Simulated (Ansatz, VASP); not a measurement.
**Two plane-wave programs on Re**

```
Re
1.0
     2.81247    0.00000    0.00000
    -1.40623    2.43567    0.00000
     0.00000    0.00000    4.54864
Re
2
Direct
  0.33333 0.66667 0.25000
  0.66667 0.33333 0.75000
```

Alike in both runs: functional r2SCAN; k mesh 18 × 18 × 10; occupations gaussian, width 0.1 eV; no spin polarisation.

Ansatz relaxed the structure, and its values are those at the end. VASP's run is a single point on that final structure, the one shown.

```csv
,VASP,Ansatz
version,VASP 6.6.1,Ansatz 0.2.0
potentials or method,"VASP PAW PBE potentials, release 64 (Re)","scalar-relativistic, plane waves, PAW"
plane-wave cutoff (eV),520,500
valence electrons in the cell,14,30
```

VASP gave:

| Quantity | Value |
| --- | --- |
| gap on the k mesh at the Fermi level (eV) | none |
| pressure (GPa) | -20.2 |

Question: Estimate Ansatz's values.

Answer: gap on the k mesh at the Fermi level (eV): none; pressure (GPa): -19.9.

A gap of «none» marks a metal or a gap that the smearing closes. The two sets of potentials don't hold the same shells in valence.

Caveats: so large a pressure means that the cell lies far from this level's equilibrium, or that cutoff or potentials fall short (VASP); the potentials were made for another functional, which shifts forces and pressure (VASP). Spin-orbit coupling is left out, which matters for the levels of Re.
